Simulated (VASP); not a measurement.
Al27O: single point with PBEsol

The system is Al27O, a slab with vacuum.

```
Al O
1.0
     8.59135    0.00000    0.00000
     4.29567    7.44032    0.00000
     0.00000    0.00000   17.67654
Al O
27 1
Direct
  0.11111 0.11111 0.05657
  0.44445 0.11111 0.05657
  0.77778 0.11111 0.05657
  0.11111 0.44444 0.05657
  0.44445 0.44444 0.05657
  0.77777 0.44444 0.05657
  0.11112 0.77778 0.05657
  0.44445 0.77778 0.05657
  0.77777 0.77778 0.05657
  0.89443 0.18761 0.20239
  0.21490 0.20999 0.17832
  0.54413 0.26389 0.18627
  0.87855 0.58191 0.18947
  0.20783 0.53361 0.17478
  0.61753 0.51206 0.19552
  0.83508 0.92070 0.20020
  0.19852 0.83723 0.18926
  0.51181 0.86498 0.19512
  0.02946 0.01343 0.35310
  0.33986 0.92477 0.33650
  0.63677 0.00036 0.32162
  0.98343 0.36790 0.31594
  0.33089 0.32176 0.31308
  0.63427 0.34300 0.32943
  0.95261 0.72053 0.32414
  0.28838 0.63672 0.33864
  0.66414 0.64426 0.33797
  0.78070 0.11545 0.35667
```

The cell was built by a generator and needn't be a form met in nature.

```json
{
  "Program": "VASP 6.6.1",
  "Task": "single point",
  "Functional": "PBEsol",
  "Potentials or basis": "VASP PAW PBE potentials, release 64 (Al, O)",
  "Cutoff": "520 eV",
  "k mesh": "2 × 2 × 1",
  "Occupations": "fermi-dirac, width 0.15 eV",
  "Spin": "no spin polarisation",
  "Dipole correction": "no",
  "Further INCAR settings": "LREAL = Auto; ALGO = Fast; EDIFF = 1e-06; NBANDS = 64"
}
```

```yaml
Largest_force: 1.945 eV/Å
Band_gap_on_the_k_mesh: none (metal or under the smearing width)
```

Forces on the atoms (eV/Å):
```
Al  -0.245 -0.116  0.009
Al   0.003 -0.079  0.129
Al  -0.088 -0.049  0.164
Al  -0.454 -0.141 -0.902
Al   0.155  0.132 -0.236
Al   0.191 -0.093  0.147
Al  -0.237 -0.085 -0.393
Al  -0.171 -0.056  0.054
Al  -0.037  0.185  0.289
Al   1.223  0.129 -0.618
Al  -0.009 -0.062  0.982
Al  -0.770 -1.277  0.028
Al  -0.062 -0.134 -0.112
Al   0.460  0.240  1.402
Al  -0.420  1.054 -0.007
Al  -0.315 -0.616 -1.253
Al   0.849  0.644  1.001
Al   0.450  0.437  0.076
Al  -1.780  0.489 -0.613
Al   1.375  0.191 -0.465
Al  -0.193  0.618  0.504
Al   0.578 -0.664 -0.006
Al  -1.110 -0.349 -0.082
Al   0.320  0.525 -0.082
Al  -0.107 -1.310 -0.034
Al   0.583  0.472 -0.502
Al  -0.141  0.279 -0.239
O   -0.046 -0.366  0.757
```

Levels at points of the mesh, in eV from the Fermi level:
| k point | band 40 | band 41 | band 42 | band 43 | band 44 | band 45 | band 46 | band 47 |
| --- | --- | --- | --- | --- | --- | --- | --- | --- |
| (0.00, 0.00, 0.00) | -0.58 | -0.51 | -0.28 | -0.20 | -0.08 | 0.01 | 0.06 | 0.14 |
| (0.50, 0.00, 0.00) | -0.86 | -0.51 | -0.29 | -0.20 | 0.21 | 0.28 | 0.51 | 0.74 |
| (0.50, 0.50, 0.00) | -0.75 | -0.45 | -0.37 | -0.31 | 0.22 | 0.31 | 0.56 | 0.71 |
| (0.00, 0.50, 0.00) | -0.66 | -0.47 | -0.36 | -0.17 | -0.03 | 0.29 | 0.62 | 0.66 |

It took 17 min on 1 thread of AMD EPYC 7R43 64-Core Processor (Zen 3), on a shared host, peak memory 1.1 GiB.

Caveat: the k mesh is coarse (spacing up to 0.42 Å⁻¹), so the values aren't converged; the PAW data sets were made with another functional, which shifts forces and pressure a little; an odd number of electrons without spin polarisation forces a metal; a magnetic or distorted state may lie lower.
